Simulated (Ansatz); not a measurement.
**C: from a migration barrier to a jump rate**

Level of theory: DFT PBE+D3(BJ), scalar-relativistic, plane waves, PAW in Ansatz 0.2.0. Cutoff 420 eV, Γ-centred 4×4×4 k-points, Gaussian smearing of 0.05 eV. No spin polarisation.

In a supercell of 24 sites an atom of C jumps into a neighbouring C vacancy, a = 2.47 Å from site to site in the perfect crystal, in a neutral cell. A nudged elastic band with 5 inner images puts the highest image 4.277 eV above the start and 4.277 eV above the end. Take it as the barrier; the order of the saddle wasn't checked, and the cell is small.

Task: With an assumed attempt frequency of 10¹³ s⁻¹, how often does the jump happen, and how fast does the vacancy diffuse?

Result: Transition-state theory gives Γ = ν exp(−E/k_BT), and one such jump direction contributes Γa²/6 to the vacancy's diffusion coefficient averaged over directions:

```
T (K) E/k_BT       Γ (1/s)  Γa²/6 (cm²/s)
  300   165.4  1.4 × 10^-59   1.4 × 10^-75
  600    82.7  1.2 × 10^-23   1.2 × 10^-39
 1000    49.6   2.8 × 10^-9   2.8 × 10^-25
 1500    33.1   4.3 × 10^-2   4.3 × 10^-18
```

The rate reaches one jump a second at T = E/(k_B ln 10¹³) = 1658 K. The number of equivalent jumps multiplies D if they link up through the crystal; a hop between two sites alone gives no long-range diffusion, which then waits on a higher barrier. In either case the atoms' own diffusion carries the vacancy concentration and a correlation factor besides. Rows above the melting point are formal, and so are rows where E/k_BT falls under about 3, since the theory needs rare jumps.

Task: How much does an error of 0.1 eV in the barrier matter?

Result: It multiplies the rate by exp(0.1 eV/k_BT): 48 at 300 K and 3.2 at 1000 K, more than the usual doubt about ν at low temperature.

Cost: 1 run of about 37 core-minutes, on Intel Xeon 6975P-C (Granite Rapids) (shared hosts).